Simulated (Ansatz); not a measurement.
# Cs: relaxation step by step

Recipe of this trial structure of Cs: random cell by space group and Wyckoff sites (P4/mmm, No. 123). Lengths were set from tabulated atomic sizes, so they are only a guess.

```cif
data_structure
_symmetry_space_group_name_H-M 'P 1'
_symmetry_Int_Tables_number 1
_cell_length_a 4.4130
_cell_length_b 4.4130
_cell_length_c 7.3772
_cell_angle_alpha 90.000
_cell_angle_beta 90.000
_cell_angle_gamma 90.000
_cell_volume 143.67
loop_
_atom_site_label
_atom_site_type_symbol
_atom_site_fract_x
_atom_site_fract_y
_atom_site_fract_z
_atom_site_occupancy
Cs1 Cs 0.50000 0.50000 0.00000 1
```

The calculation used DFT PBE, scalar-relativistic, plane waves, PAW (Ansatz 0.2.0). Cutoff 420 eV, Gaussian smearing, Γ-centred meshes. Cell and atoms relax first on a coarse mesh and then on a finer one. In between, the cell is made exact in the group found at 0.06 Å. In metals the finer mesh still leaves noise of several meV/atom or more. The steps can't lower the symmetry of their start. No spin polarisation.

Steps on the 4×4×4 mesh (1 atom, 8 steps). The free energy counts from the last step; the plane-wave basis is renewed at times, which shifts energy and pressure.

```csv
step,ΔF (meV/atom),V (Å³/atom),P (GPa)
1,196.4,143.67,0.49
2,170.7,145.61,0.42
3,97.7,152.28,0.16
4,57.2,155.42,0.00
5,34.6,154.92,-0.09
6,17.0,151.45,-0.15
7,1.3,145.55,-0.16
8,0.0,145.55,-0.14
```

The relaxed structure, after a last relaxation on the converged mesh:

```cif
data_structure
_symmetry_space_group_name_H-M 'Pm-3m'
_symmetry_Int_Tables_number 221
_cell_length_a 5.0451
_cell_length_b 5.0451
_cell_length_c 5.0451
_cell_angle_alpha 90.000
_cell_angle_beta 90.000
_cell_angle_gamma 90.000
_cell_volume 128.42
loop_
_atom_site_label
_atom_site_type_symbol
_atom_site_symmetry_multiplicity
_atom_site_Wyckoff_symbol
_atom_site_fract_x
_atom_site_fract_y
_atom_site_fract_z
_atom_site_occupancy
Cs1 Cs 1 b 0.50000 0.50000 0.50000 1
```

The symmetry goes from P4/mmm (No. 123) to Pm-3m (No. 221). The end has the simple cubic type. The volume per atom shrinks by 10.6 %, from 143.7 to 128.4 Å³. The shortest distance goes from 4.41 Å (Cs–Cs) to 5.05 Å (Cs–Cs). The energy falls by about 0.20 eV/atom (the start's value is from the coarse mesh). The end is written in a standard setting, so origin, axes and order of atoms can differ from the start's. Cs has 6 Cs at 5.05 Å.

```
Volume per atom                             : 128.42 Å³
Density                                     : 1.72 g/cm³
Energy over the standard state              : +0.09 eV/atom
Gap on the 12×12×12 mesh of the 1-atom cell : 0 eV (a metal)
```

Energies count from the standard state of Cs at the same level.

The last run used Gaussian smearing of 0.10 eV. The end has P4/mmm (No. 123) at a tolerance of 0.01 Å; the cell shown is made exact in the group found at 0.05 Å. Symmetry constrained the relaxation, so the result can be a saddle point. In all, the 4 runs took 2.4 min on 1 thread of Intel(R) Xeon(R) Platinum 8259CL CPU @ 2.50GHz (Skylake/Cascade Lake), with other jobs on the host.
